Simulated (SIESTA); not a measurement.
The system is Ta.

```
CELL_PARAMETERS angstrom
-1.65128 1.65128 1.65128
1.65128 -1.65128 1.65128
1.65128 1.65128 -1.65128
ATOMIC_POSITIONS crystal
Ta 0.00000 0.00000 0.00000
```

Base run:

| Quantity | Value |
| --- | --- |
| Program | SIESTA 5.4.2 |
| Functional | LDA |
| Potentials or basis | PseudoDojo 0.4 standard (LDA files) |
| Basis | DZP (energy shift 0.003 Ry; two zetas on semicore shells) |
| Grid cutoff | 800 Ry |
| Energy shift | 0.003 Ry |
| k mesh | 11 × 11 × 11 |
| Occupations | fermi-dirac, width 0.05 eV |
| Spin | no spin polarisation |

Its results: band gap on the k mesh none (metal or under the smearing width); pressure -10.0 GPa.

Q: The run is repeated on the same cell with these changes: functional from LDA to PBE; potentials or basis from PseudoDojo 0.4 standard (LDA files) to PseudoDojo 0.4 standard (PBE files). What comes out?

A: Band gap on the k mesh none (metal or under the smearing width); pressure 3.3 GPa.

Caveats: short orbitals over semicore shells can move pressures by several GPa; spin-orbit coupling is left out, which moves the levels of the heavy elements; the basis of atomic orbitals isn't converged, which shifts pressures, moduli and gaps.
